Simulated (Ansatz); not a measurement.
Ansatz input file:

```yaml
crystal:
  lattice:
    - [-2.8367277241, 3.8564307958, 1.5010492859]
    - [2.8553644801, -3.8564307958, 1.5369568743]
    - [2.8367277241, 3.8564307958, -1.5010492859]
  atoms:
    - { symbol: Te, position: [1.0299635329, 0.2746083617, 0.7446448288] }
    - { symbol: Te, position: [-0.0299635329, 0.7253916383, 0.2553551712] }
basis:
  ecutwfc: 420
kpoints:
  mp_grid: { grid: [14, 14, 14] }
hamiltonian:
  xc: pbe
scf:
  occupations: { method: gaussian, width: 0.1 }
output:
  forces: true
  stress: true
  eigenvalues: true
```

Command:
```bash
ansatz run input.yaml --threads 1 --pin off --max-ram 1331MiB --backend cpu --events-out ev --progress --plain --runs-dir out
```

These are results of DFT PBE, scalar-relativistic, plane waves, PAW in Ansatz 0.2.0, not measurements.

Abridged output:

```
Pseudopotentials: kind: paw
Pseudopotential: Te, paw, valence charge 16, recommended cutoff 420 eV (normal)
Functional definition: PBE
Crystal: 2 atoms, lattice volume = 66.685 Å³
Basis set: ecut = 420 eV, 1281 PW (Γ), exchange–correlation on 72×72×72 points (8 copies of the dense FFT grid, shifted against one another)
Bands: 20, of which v1, the nominal top of the filled ones, is band 16 counted from 1 (15 counted from 0)
Symmetry: 4 space group operations
Space group: C2/m (ITA 12), of the structure as read, at distance tolerance 4.1e-5 Å
k-points: 744 of 2744
Initial density: superposition of atomic densities (neutral atoms: chi_scale 0, normalization atom), corrected by the library's trained network
Initial wavefunctions: pseudopotential atomic-orbital guess
Functional: x = pbe(κ = 0.804, μ = 0.21951497), c = pbe(β = 0.06672455)
SCF iter   1: F=—  HF=-13959.459361 eV  |F-HF|=—  |Δ(HF+E_count)|=         —  Δρ=1.09e-3  dr2=7.27e-4  ethr=1.77e-3  ⟨swp⟩=6.3  Hψ=76947  notcnv=0
SCF iter   2: F=—  HF=-13959.459662 eV  |F-HF|=—  |Δ(HF+E_count)|=   3.02e-4  Δρ=8.77e-4  dr2=6.73e-4  ethr=2.27e-6  ⟨swp⟩=2.6  Hψ=35054  notcnv=0  defer=20
SCF iter   3: F=—  HF=-13959.459390 eV  |F-HF|=—  |Δ(HF+E_count)|=   2.72e-4  Δρ=2.05e-4  dr2=3.05e-5  ethr=2.10e-6  ⟨swp⟩=2.0  Hψ=26687  notcnv=0  defer=20
SCF iter   4: F=—  HF=-13959.459394 eV  |F-HF|=—  |Δ(HF+E_count)|=   4.54e-6  Δρ=1.42e-4  dr2=1.67e-5  ethr=9.54e-8  ⟨swp⟩=2.0  Hψ=26781  notcnv=0  defer=20
SCF iter   5: F=—  HF=-13959.459389 eV  |F-HF|=—  |Δ(HF+E_count)|=   5.53e-6  Δρ=6.21e-5  dr2=2.74e-6  ethr=5.21e-8  ⟨swp⟩=2.7  Hψ=27194  notcnv=0  defer=20
SCF iter   6: F=—  HF=-13959.459388 eV  |F-HF|=—  |Δ(HF+E_count)|=   1.01e-6  Δρ=1.66e-5  dr2=1.93e-7  ethr=8.56e-9  ⟨swp⟩=2.0  Hψ=26266  notcnv=0  defer=20
SCF iter   7: F=-13959.459388 eV  HF=-13959.459388 eV  |F-HF|=6.05e-9  |Δ(HF+E_count)|=   8.41e-8  Δρ=3.11e-6  dr2=5.00e-9  ethr=3.13e-10  ⟨swp⟩=6.6  Hψ=65249  notcnv=0
SCF 1 converged in 7 iterations: F = -13959.459388 eV  dr2 = 5.00e-9
SCF converged after 7 iterations
Free energy (F): -13959.459388 eV
Harris-Foulkes:  -13959.459388 eV  (|F-HF|=6.05e-9)
Internal energy: -13959.452609 eV  (E = F + TS)
E sigma→0 (E₀):  -13959.455998 eV
Entropy (-TS):   -0.006779 eV (-3.389 meV/atom)
Fermi energy:    8.792369 eV
--- Per-component energies (eV) ---
  E_band       = -529.123285
  E_kinetic    = 361.885677
  E_local      = -2622.788884  (includes V_loc(G=0)·N_el)
  E_nonlocal   = -620.632700
  E_hartree    = 1659.985261
  E_xc         = -248.849640
  E_vxc        = -208.558741  (∫ρ·V_xc dr)
  E_paw        = -9324.153571  (= ΣΔE_a)
  E_vpaw       = -758.995435  (= ΣTr[D̂ρ^β])
  E_aug_tail   = -0.000391  (compensation charges beyond the density's cutoff)
  E_ewald      = -3164.898361
  E_smearing   = -0.006779  (= −TS)
--- Forces (eV/Å), atoms counted from 1 ---
  atom   1  Te     0.23321751     0.00000000    -0.03569523
  atom   2  Te    -0.23321751     0.00000000     0.03569523
--- Stress (GPa, compression-positive) ---
       11.079861       0.000000      -0.092219
        0.000000       0.644717       0.000000
       -0.092219       0.000000       2.950577
  P = ⅓ Tr σ = 4.8917 GPa (48.917 kbar)
--- Band table (eV; the first three rows and the last of 744) ---
  k-point 0: bands = ["-28.5940", "-28.4805", "-28.4475", "-28.4255", "-28.3494", "-28.3010", "-28.2886", "-28.2813", "-28.2771", "-28.2316", "-5.0897", "-1.3964", "2.6331", "6.6659", "6.7804", "11.4430", "11.6601", "12.3791", "13.0900", "13.4857"]
  k-point 1: bands = ["-28.5920", "-28.4799", "-28.4490", "-28.4258", "-28.3487", "-28.3005", "-28.2892", "-28.2814", "-28.2771", "-28.2329", "-5.0624", "-1.5018", "2.7784", "6.6116", "6.7503", "11.4597", "11.8007", "12.4817", "12.7735", "13.4642"]
  k-point 2: bands = ["-28.5862", "-28.4780", "-28.4533", "-28.4271", "-28.3465", "-28.2990", "-28.2909", "-28.2816", "-28.2773", "-28.2367", "-4.9808", "-1.7792", "3.1761", "6.4789", "6.6598", "11.5081", "11.9762", "12.2057", "12.8452", "13.3638"]
  k-point 743: bands = ["-28.5939", "-28.4804", "-28.4474", "-28.4255", "-28.3484", "-28.2989", "-28.2888", "-28.2807", "-28.2780", "-28.2342", "-4.6724", "-1.8290", "2.2369", "3.7848", "9.3614", "11.0963", "13.4270", "13.6933", "16.0527", "16.3129"]
```

Self-consistency was reached.

 The cell holds layers, and where no dispersion correction was added their binding is poorly described.